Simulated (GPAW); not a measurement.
# HgTe (Coloradoite) (F-43m) in GPAW: further runs, part 2 of 2

GPAW 26.7.0. Earlier steps stand in the parts before.

## 4. Single point, PBE

File run.py:

```python
import spglib
from ase import Atoms
from ase.dft.bandgap import bandgap
from ase.io import read, write
from ase.units import GPa
from gpaw import GPAW, PW

atoms = read('HgTe.cif')
cell, positions, numbers = spglib.find_primitive(
    (atoms.cell[:], atoms.get_scaled_positions(), atoms.numbers), symprec=1e-4)
atoms = Atoms(numbers, cell=cell, scaled_positions=positions, pbc=True)

calc = GPAW(mode=PW(400),
            xc='PBE',
            kpts={'size': (6, 6, 6), 'gamma': True},
            occupations={'name': 'fermi-dirac', 'width': 0.01},
            setups={'Te': '16'},
            nbands=-9,
            convergence={'density': 1e-05, 'energy': 1e-05},
            maxiter=150,
            txt='gpaw.txt')
atoms.calc = calc
energy = atoms.get_potential_energy()
forces = atoms.get_forces()
stress = atoms.get_stress()
calc.write('gs.gpw')
write('result.traj', atoms)
print(f'Energy: {energy:.6f} eV')
print('Forces (eV/A):')
print(forces.round(4))
print('Stress (GPa):', (stress / GPa).round(3))
print('Fermi level:', round(calc.get_fermi_level(), 4), 'eV')
print(f'Gap: {bandgap(calc)[0]:.4f} eV, direct: {bandgap(calc, direct=True)[0]:.4f} eV')
```

File HgTe.cif:

```cif
data_HgTe
_cell_length_a 6.42900000
_cell_length_b 6.42900000
_cell_length_c 6.42900000
_cell_angle_alpha 90.00000000
_cell_angle_beta 90.00000000
_cell_angle_gamma 90.00000000
_space_group_name_H-M_alt 'F-43m'
_space_group_name_Hall 'F -4 2 3'
_space_group_IT_number 216
loop_
_space_group_symop_operation_xyz
'x,y,z'
'y,-x,-z'
'-x,-y,z'
'-y,x,-z'
'x,-y,-z'
'y,x,z'
'-x,y,-z'
'-y,-x,z'
'z,x,y'
'-z,y,-x'
'z,-x,-y'
'-z,-y,x'
'-z,x,-y'
'z,y,x'
'-z,-x,y'
'z,-y,-x'
'y,z,x'
'-x,-z,y'
'-y,z,-x'
'x,-z,-y'
'-y,-z,x'
'x,z,y'
'y,-z,-x'
'-x,z,-y'
'x,y+1/2,z+1/2'
'y,-x+1/2,-z+1/2'
'-x,-y+1/2,z+1/2'
'-y,x+1/2,-z+1/2'
'x,-y+1/2,-z+1/2'
'y,x+1/2,z+1/2'
'-x,y+1/2,-z+1/2'
'-y,-x+1/2,z+1/2'
'z,x+1/2,y+1/2'
'-z,y+1/2,-x+1/2'
'z,-x+1/2,-y+1/2'
'-z,-y+1/2,x+1/2'
'-z,x+1/2,-y+1/2'
'z,y+1/2,x+1/2'
'-z,-x+1/2,y+1/2'
'z,-y+1/2,-x+1/2'
'y,z+1/2,x+1/2'
'-x,-z+1/2,y+1/2'
'-y,z+1/2,-x+1/2'
'x,-z+1/2,-y+1/2'
'-y,-z+1/2,x+1/2'
'x,z+1/2,y+1/2'
'y,-z+1/2,-x+1/2'
'-x,z+1/2,-y+1/2'
'x+1/2,y,z+1/2'
'y+1/2,-x,-z+1/2'
'-x+1/2,-y,z+1/2'
'-y+1/2,x,-z+1/2'
'x+1/2,-y,-z+1/2'
'y+1/2,x,z+1/2'
'-x+1/2,y,-z+1/2'
'-y+1/2,-x,z+1/2'
'z+1/2,x,y+1/2'
'-z+1/2,y,-x+1/2'
'z+1/2,-x,-y+1/2'
'-z+1/2,-y,x+1/2'
'-z+1/2,x,-y+1/2'
'z+1/2,y,x+1/2'
'-z+1/2,-x,y+1/2'
'z+1/2,-y,-x+1/2'
'y+1/2,z,x+1/2'
'-x+1/2,-z,y+1/2'
'-y+1/2,z,-x+1/2'
'x+1/2,-z,-y+1/2'
'-y+1/2,-z,x+1/2'
'x+1/2,z,y+1/2'
'y+1/2,-z,-x+1/2'
'-x+1/2,z,-y+1/2'
'x+1/2,y+1/2,z'
'y+1/2,-x+1/2,-z'
'-x+1/2,-y+1/2,z'
'-y+1/2,x+1/2,-z'
'x+1/2,-y+1/2,-z'
'y+1/2,x+1/2,z'
'-x+1/2,y+1/2,-z'
'-y+1/2,-x+1/2,z'
'z+1/2,x+1/2,y'
'-z+1/2,y+1/2,-x'
'z+1/2,-x+1/2,-y'
'-z+1/2,-y+1/2,x'
'-z+1/2,x+1/2,-y'
'z+1/2,y+1/2,x'
'-z+1/2,-x+1/2,y'
'z+1/2,-y+1/2,-x'
'y+1/2,z+1/2,x'
'-x+1/2,-z+1/2,y'
'-y+1/2,z+1/2,-x'
'x+1/2,-z+1/2,-y'
'-y+1/2,-z+1/2,x'
'x+1/2,z+1/2,y'
'y+1/2,-z+1/2,-x'
'-x+1/2,z+1/2,-y'
loop_
_atom_site_label
_atom_site_type_symbol
_atom_site_symmetry_multiplicity
_atom_site_Wyckoff_symbol
_atom_site_fract_x
_atom_site_fract_y
_atom_site_fract_z
_atom_site_occupancy
Hg1 Hg 4 a 0.0000000000 0.0000000000 0.0000000000 1
Te1 Te 4 c 0.2500000000 0.2500000000 0.2500000000 1
```

Potentials or basis: GPAW PAW data sets (gpaw-data 1.2.1), other valence, pw.

Started as:

```bash
$ OMP_NUM_THREADS=1 python run.py
```

gpaw.txt:

```text
__  _  _
 | _ |_)|_||  |
 |__||  | ||/\| - 26.7.0

Input parameters:
  mode=PW(ecut=400.0),
  convergence={'density': 1e-05, 'energy': 1e-05},
  kpts=MonkhorstPack(size=(6, 6, 6), gamma=True),
  maxiter=150,
  nbands=-9,
  occupations=Occupations(name='fermi-dirac', width=0.01),
  setups={'Te': '16'},
  xc=XC(name='PBE')

Diagonalizing LCAO Hamiltonian
Converting LCAO to pw mode

            Te

       Hg

Atoms  # Å, Bohr magnetons
|   | symbol |        x |        y |        z |    initial magnetic moments |
|---|--------|----------|----------|----------|-----------------------------|
| 0 |     Hg | 0.000000 | 0.000000 | 0.000000 | ( 0.0000,  0.0000,  0.0000) |
| 1 |     Te | 1.607250 | 1.607250 | 1.607250 | ( 0.0000,  0.0000,  0.0000) |

Unit cell  # Å
| periodic |        x |        y |        z |  lengths |    angles |
|----------|----------|----------|----------|----------|-----------|
|      yes | 0.000000 | 3.214500 | 3.214500 | 4.545989 | 60.000000 |
|      yes | 3.214500 | 0.000000 | 3.214500 | 4.545989 | 60.000000 |
|      yes | 3.214500 | 3.214500 | 0.000000 | 4.545989 | 60.000000 |

Number of symmetries: 24
Symmetry operations  # r_c * U_cc + t_c -> r_c
|    | kind |            matrix            |
|----|------|------------------------------|
|  0 |  E   |  1, 0, 0,  0, 1, 0,  0, 0, 1 |
|  1 |  σ   |  1, 0, 0,  0, 0, 1,  0, 1, 0 |
|  2 |  σ   |  1, 0,-1,  0, 1,-1,  0, 0,-1 |
|  3 |  C3  |  1, 0,-1,  0, 0,-1,  0, 1,-1 |
|  4 |  C3  |  1,-1, 0,  0,-1, 1,  0,-1, 0 |
|  5 |  σ   |  1,-1, 0,  0,-1, 0,  0,-1, 1 |
|  6 |  σ   |  0, 1, 0,  1, 0, 0,  0, 0, 1 |
|  7 |  C3  |  0, 1, 0,  0, 0, 1,  1, 0, 0 |
|  8 |  C2  |  0, 1,-1,  1, 0,-1,  0, 0,-1 |
|  9 |  S4  |  0, 1,-1,  0, 0,-1,  1, 0,-1 |
| 10 |  C3  |  0, 0, 1,  1, 0, 0,  0, 1, 0 |
| 11 |  σ   |  0, 0, 1,  0, 1, 0,  1, 0, 0 |
| 12 |  S4  |  0, 0,-1,  1, 0,-1,  0, 1,-1 |
| 13 |  C3  |  0, 0,-1,  0, 1,-1,  1, 0,-1 |
| 14 |  S4  |  0,-1, 1,  1,-1, 0,  0,-1, 0 |
| 15 |  C2  |  0,-1, 1,  0,-1, 0,  1,-1, 0 |
| 16 |  C3  |  0,-1, 0,  1,-1, 0,  0,-1, 1 |
| 17 |  S4  |  0,-1, 0,  0,-1, 1,  1,-1, 0 |
| 18 |  S4  | -1, 1, 0, -1, 0, 1, -1, 0, 0 |
| 19 |  C3  | -1, 1, 0, -1, 0, 0, -1, 0, 1 |
| 20 |  C3  | -1, 0, 1, -1, 1, 0, -1, 0, 0 |
| 21 |  S4  | -1, 0, 1, -1, 0, 0, -1, 1, 0 |
| 22 |  σ   | -1, 0, 0, -1, 1, 0, -1, 0, 1 |
| 23 |  C2  | -1, 0, 0, -1, 0, 1, -1, 1, 0 |

BZ-sampling:
  Number of BZ points: 216
  Number of IBZ points: 16

  Monkhorst-Pack size: [6, 6, 6]
  Monkhorst-Pack shift: [0.08333333333333333, 0.08333333333333333, 0.08333333333333333]

K-points  # in reciprocal-cell coordinates
|     |                                coordinates |     weight |
|-----|--------------------------------------------|------------|
|   0 | (  0.00000000,   0.00000000,   0.00000000) | 0.00462963 |
|   1 | (  0.16666667,   0.16666667,   0.00000000) | 0.02777778 |
|   2 | (  0.16666667,   0.16666667,   0.16666667) | 0.03703704 |
|   3 | (  0.33333333,   0.16666667,   0.16666667) | 0.05555556 |
|   4 | (  0.33333333,   0.33333333,  -0.33333333) | 0.05555556 |
|   5 | (  0.33333333,   0.33333333,   0.00000000) | 0.02777778 |
|   6 | (  0.33333333,   0.33333333,   0.16666667) | 0.11111111 |
|   7 | (  0.33333333,   0.33333333,   0.33333333) | 0.03703704 |
|   8 | (  0.50000000,   0.33333333,  -0.33333333) | 0.11111111 |
|   9 | (  0.50000000,   0.33333333,  -0.16666667) | 0.05555556 |
| ... |                                            |            |
|  15 | (  0.50000000,   0.50000000,   0.50000000) | 0.01851852 |

Plane wave coefficients: 1243
Cutoff: 400.0 eV

Spin-components: 1 (collinear spins)
Bands:           26
Projectors:      12
Spin-degeneracy: 2
Datatype:        complex128

Density:
  Valence electrons: 34.0
  Components: 1
  Grid points: [21 21 21]
  Charge: 0.0  # |e|

Potential:
  Grid points: [21 21 21]

species:
  Hg:
    name:    Mercury
    Z:       80.0
    valence: 18
    core:    62
    charge:  0.0  # [|e|]
    compensation charges:
      type: gauss
      rc: 0.41  # [Å]
      lmax: 2
    cutoffs:
      filter: 2.17  # [Å]
      core: 2.06  # [Å]
    projectors
    | kind |    occ | energy [eV] | rcut [Å] |
    |------|--------|-------------|----------|
    |   6s |  2.000 |      -6.783 |    1.307 |
    |   5p |  6.000 |     -66.572 |    1.291 |
    |   6p |  0.000 |      -1.056 |    1.291 |
    |   5d | 10.000 |      -9.891 |    1.302 |
    |    s |        |      20.429 |    1.307 |
    |    d |        |      17.320 |    1.302 |

    Using partial waves for Hg as LCAO basis

  Te:
    name:    Tellurium
    Z:       52.0
    valence: 16
    core:    36
    charge:  0.0  # [|e|]
    compensation charges:
      type: gauss
      rc: 0.37  # [Å]
      lmax: 2
    cutoffs:
      filter: 2.06  # [Å]
      core: 2.12  # [Å]
    projectors
    | kind |    occ | energy [eV] | rcut [Å] |
    |------|--------|-------------|----------|
    |   5s |  2.000 |     -15.088 |    1.164 |
    |   5p |  4.000 |      -5.955 |    1.164 |
    |   4d | 10.000 |     -41.660 |    1.164 |
    |    s |        |      12.123 |    1.164 |
    |    p |        |      21.256 |    1.164 |
    |    d |        |     -14.449 |    1.164 |

    Using partial waves for Te as LCAO basis

Reference energy: -717946.462165  # eV

eigensolver:
  PPCG
  Converge bands: occupied
  niter=2

density mixing:
  MSR1-Mixer
  Pratt-step length: 0.05
  Maximum mixing coefficient: 0.75
  Old densities: 10
  SVD Regularization: 0.005
  Good broyden scale: 1.0
  Trust region scale: 1.0
  Backstep threshold: 4.0
  History deletion threshold: 6.0
  Fourier metric: weight=20.0, sigma=0.015

occupation numbers:
  Fermi-Dirac:
    width: 0.0100  # eV

poisson solver:
  ecut: 3200.0  # eV

xc functional:
[... 9 lines left out ...]
|iter     | |      energy | eigst |  dens |
|---------|-|-------------|-------|-------|
|iter:   1| |   -4.362849 | -0.37 |       |
|iter:   2| |   -4.316353 | -2.61 | -1.58 |
|iter:   3| |   -4.204349 | -2.41 | -1.63 |
|iter:   4| |   -4.218212 | -3.06 | -2.04 |
|iter:   5| |   -4.224328 | -3.27 | -2.39 |
|iter:   6| |   -4.224533 | -4.80 | -3.42 |
|iter:   7| |   -4.224558c| -5.60 | -3.99 |
|iter:   8| |   -4.224559c| -6.84 | -4.39 |
|iter:   9| |   -4.224559c| -7.51c| -5.15c|

Converged in 9 steps
Energy contributions relative to reference atoms: (reference = -717946.462165)

Energy contributions:
  Kinetic:          29.011618
  Coulomb:         -23.652565
  Zero:             -2.015978
  External:          0.000000
  Xc:               -7.567546
  Entropy:          -0.000177
  Spinorbit:         0.000000
  ----------------------------
  Free energy:      -4.224647
  Extrapolated:     -4.224559

dipole moment: (-27.030517, -27.030517, -27.030517)  # |e|*Ang

Fermi level: 4.711
Eigenvalues  # (at kpt = [0.000, 0.000, 0.000])
| band index |      eig [eV] | occ [0-2] |
|------------|---------------|-----------|
|          0 |       -58.876 |     2.000 |
|        ... |               |           |
|         10 |        -2.858 |     2.000 |
|         11 |        -2.858 |     2.000 |
|         12 |        -2.336 |     2.000 |
|         13 |        -2.336 |     2.000 |
|         14 |         4.158 |     2.000 |
|         15 |         4.704 |     1.333 |
[... 8 lines left out ...]
|         24 |        14.706 |     0.000 |
|         25 |        14.706 |     0.000 |

No gap
No difference between direct/indirect transitions

Forces  # eV/Ang
|        x |        y |        z |
|----------|----------|----------|
| -0.00000 | -0.00000 | -0.00000 |  # Hg   0
|  0.00000 | -0.00000 |  0.00000 |  # Te   1

Stress tensor  # eV/Ang^3
|         x |         y |         z |
|-----------|-----------|-----------|
| -0.016958 |  0.000000 | -0.000000 |
|  0.000000 | -0.016958 |  0.000000 |
| -0.000000 |  0.000000 | -0.016958 |

# Writing to gs.gpw (mode='')
```

It took 13 s on 1 thread of Arm Neoverse V1, shared host; peak memory 0.15 GiB.

The run converged, but some of its settings lie outside the range that counts as converged, so its numbers aren't taken as properties of the crystal.

What came out:

```
Free energy            : -4.2246 eV
Pressure               : 2.7 GPa
Band gap on the k mesh : none (metal or under the smearing width)
```

Caveat: the cutoff is short for stress and forces, so pressures can be off by a GPa or more.

## 5. Single point, PBE

Changes to run.py since step 4:

```diff
@@ -1,3 +1 @@
-import spglib
-from ase import Atoms
 from ase.dft.bandgap import bandgap
@@ -7,8 +5,5 @@
 
-atoms = read('HgTe.cif')
-cell, positions, numbers = spglib.find_primitive(
-    (atoms.cell[:], atoms.get_scaled_positions(), atoms.numbers), symprec=1e-4)
-atoms = Atoms(numbers, cell=cell, scaled_positions=positions, pbc=True)
+atoms = read('HgTe.xyz')
 
-calc = GPAW(mode=PW(400),
+calc = GPAW(mode=PW(450),
             xc='PBE',
```

File HgTe.xyz:

```xyz
2
Lattice="0.0000000000 3.2145000000 3.2145000000 3.2145000000 0.0000000000 3.2145000000 3.2145000000 3.2145000000 0.0000000000" Properties=species:S:1:pos:R:3 pbc="T T T"
Hg     0.0000000000      0.0000000000      0.0000000000
Te     4.8217500000      4.8217500000      4.8217500000
```

Started as:

```bash
$ OMP_NUM_THREADS=1 python run.py
```

It took 14 s on 1 thread of Arm Neoverse V1, shared host; peak memory 0.15 GiB.

Results (log left out):

```
Free energy            : -4.2911 eV
Pressure               : 4.2 GPa
Band gap on the k mesh : none (metal or under the smearing width)
```

Levels at points of the mesh, in eV from the Fermi level:
| k point | band 13 | band 14 | band 15 | band 16 | band 17 | band 18 | band 19 | band 20 | band 21 | band 22 |
| --- | --- | --- | --- | --- | --- | --- | --- | --- | --- | --- |
| (0.00, 0.00, 0.00) | -7.05 | -7.05 | -0.55 | -0.01 | -0.01 | -0.01 | 4.04 | 4.04 | 4.04 | 6.64 |
| (0.50, 0.50, 0.00) | -6.98 | -6.55 | -5.48 | -2.34 | -2.34 | 1.88 | 2.37 | 8.26 | 8.91 | 8.91 |
| (0.50, 0.50, 0.50) | -7.02 | -6.70 | -5.55 | -1.03 | -1.03 | 0.75 | 4.87 | 4.87 | 6.87 | 8.00 |

Caveat: the cutoff is short for stress and forces, so pressures can be off by a GPa or more. The run has no spin-orbit coupling, so splittings on Hg, Te are missing.

## 6. Single point, LDA

Changes to run.py since step 5:

```diff
@@ -1 +1,3 @@
+import spglib
+from ase import Atoms
 from ase.dft.bandgap import bandgap
@@ -5,6 +7,9 @@
 
-atoms = read('HgTe.xyz')
+atoms = read('HgTe.cif')
+cell, positions, numbers = spglib.find_primitive(
+    (atoms.cell[:], atoms.get_scaled_positions(), atoms.numbers), symprec=1e-4)
+atoms = Atoms(numbers, cell=cell, scaled_positions=positions, pbc=True)
 
 calc = GPAW(mode=PW(450),
-            xc='PBE',
+            xc='LDA',
             kpts={'size': (6, 6, 6), 'gamma': True},
```

HgTe.cif is that of step 4.

Potentials or basis: the program's PAW data sets (release 1.2.1) made for this functional, other valence, pw.

Started as:

```bash
$ OMP_NUM_THREADS=1 python run.py
```

Wall time 14 s (1 thread of Arm Neoverse V1, shared host); peak memory 0.15 GiB.

The run converged. Its results:

* Free energy: -5.7752 eV
* Pressure: -0.2 GPa
* Band gap on the k mesh: none (metal or under the smearing width)

Levels at points of the mesh, in eV from the Fermi level:
```tsv
k point	band 15	band 16	band 17	band 18	band 19	band 20
(0.00, 0.00, 0.00)	-0.77	-0.01	-0.01	-0.01	3.98	3.98
(0.50, 0.50, 0.00)	-5.55	-2.36	-2.36	1.78	2.22	8.06
(0.50, 0.50, 0.50)	-5.62	-1.04	-1.04	0.60	4.81	4.81
```

Caveat: the cutoff is short for stress and forces, so pressures can be off by a GPa or more. The run has no spin-orbit coupling, so splittings on Hg, Te are missing.

## 7. Overview

```tsv
level	potentials or basis	cutoff (eV)	gap on the mesh (eV)	pressure (GPa)
PBE	GPAW PAW data sets (gpaw-data 1.2.1), other valence, pw	500	none	4.3
PBE	GPAW PAW data sets (gpaw-data 1.2.1), other valence, pw	450	none	4.2
LDA	the program's PAW data sets (release 1.2.1) made for this functional, other valence, pw	450	none	-0.2
```

Alike in all rows: task single point; no spin polarisation; cell as given; k mesh 6 × 6 × 6; smearing fermi-dirac 0.01 eV.

Caveats: the cutoff is short for stress and forces, so pressures can be off by a GPa or more.

Total energies depend on the potentials used, so only differences within one code and one set of settings carry meaning.
